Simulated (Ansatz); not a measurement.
**Barrier of one jump, O in Al**

The calculation used DFT PBE, scalar-relativistic, plane waves, PAW (Ansatz). (420 eV cutoff, 3×3×3 k-mesh, Gaussian smearing of 0.10 eV, no spin polarisation)

In a supercell of 27 host sites, interstitial O hops to an equivalent place, moving 2.03 Å between the relaxed ends. Climbing-image nudged elastic band at fixed cell with images 0 (start) to 6 (end), the path measured over all atoms, converged to 0.05 eV/Å; the order of the saddle wasn't checked, and the small cell leaves errors of about a tenth of an eV. At the top the atom squeezes straight between two others, where symmetry can hold a band on a ridge, so a bent path, such as one by way of a neighbouring hole, may have a much lower barrier.

A cell with an odd number of electrons and no spin polarisation is a metal by construction and may be lower with spin.

Start:

```
CELL_PARAMETERS angstrom
0.00000 6.06243 -6.06243
-6.06243 0.00000 -6.06243
-6.06243 6.06243 0.00000
ATOMIC_POSITIONS crystal
Al 0.66797 0.66757 0.99578
Al 0.32666 0.68583 0.99280
Al 0.68614 0.32620 0.99283
Al 0.00000 0.66777 0.99579
Al 0.32671 0.32604 0.99276
Al 0.66797 0.00003 0.99577
Al 0.99841 0.33430 0.00079
Al 0.33507 0.99768 0.00094
Al 0.99838 0.99788 0.00077
Al 0.66533 0.66646 0.33317
Al 0.32877 0.66774 0.33457
Al 0.66811 0.32913 0.33411
Al 0.00019 0.66773 0.33428
Al 0.32654 0.32617 0.35249
Al 0.66820 0.00000 0.33408
Al 0.00011 0.32919 0.33430
Al 0.32872 0.00039 0.33460
Al 0.99890 0.99870 0.33504
Al 0.66814 0.66746 0.66667
Al 0.32864 0.66780 0.66724
Al 0.66806 0.32913 0.66667
Al 0.99875 0.66862 0.66523
Al 0.33503 0.33426 0.66438
Al 0.66954 0.99843 0.66494
Al 0.99831 0.33424 0.66451
Al 0.33503 0.99772 0.66440
Al 0.99867 0.99876 0.66524
O 0.41627 0.41613 0.08280
```

Atom 28 jumps to (-3.038, 3.037, -7.078) Å.

**Question.** Give the energy along the band and the structure at its top.

**Answer.**
| image | path (Å) | E − E(0) (eV) | O x (Å) | O y (Å) | O z (Å) | force on O (eV/Å) |
| --- | --- | --- | --- | --- | --- | --- |
| 0 | 0.00 | 0.000 | -3.025 | 3.026 | -5.046 | 0.01 |
| 1 | 0.38 | 0.220 | -3.027 | 3.028 | -5.326 | 1.18 |
| 2 | 0.76 | 0.874 | -3.029 | 3.029 | -5.686 | 1.70 |
| 3 | 1.14 | 1.247 | -3.031 | 3.031 | -6.062 | 0.00 |
| 4 | 1.52 | 0.874 | -3.034 | 3.033 | -6.439 | 1.70 |
| 5 | 1.89 | 0.220 | -3.036 | 3.035 | -6.799 | 1.18 |
| 6 | 2.27 | 0.000 | -3.038 | 3.037 | -7.078 | 0.01 |

Barrier 1.25 eV. Image 3:
```
CELL_PARAMETERS angstrom
0.00000 6.06243 -6.06243
-6.06243 0.00000 -6.06243
-6.06243 6.06243 0.00000
ATOMIC_POSITIONS crystal
Al 0.66581 0.66581 0.00776
Al 0.29573 0.70425 0.00001
Al 0.70427 0.29575 0.99999
Al 0.00186 0.66632 0.99464
Al 0.33419 0.33419 0.99224
Al 0.66633 0.00187 0.99464
Al 0.99814 0.33368 0.00536
Al 0.33367 0.99813 0.00536
Al 0.00000 0.00000 0.00000
Al 0.66712 0.66710 0.33289
Al 0.32915 0.67086 0.33685
Al 0.67085 0.32914 0.33686
Al 0.00186 0.66632 0.33718
Al 0.33419 0.33419 0.33938
Al 0.66633 0.00187 0.33717
Al 0.00479 0.33316 0.33102
Al 0.33318 0.00479 0.33101
Al 0.00000 0.00000 0.33724
Al 0.66581 0.66581 0.66062
Al 0.32915 0.67086 0.66314
Al 0.67085 0.32914 0.66315
Al 0.99521 0.66684 0.66898
Al 0.33288 0.33290 0.66711
Al 0.66682 0.99521 0.66899
Al 0.99814 0.33368 0.66282
Al 0.33367 0.99813 0.66283
Al 0.00000 0.00000 0.66276
O 0.50000 0.50000 0.00000
```

Cost: 1 run of about 10 core-minutes, on AMD EPYC 9R14 (Zen 4) (shared hosts).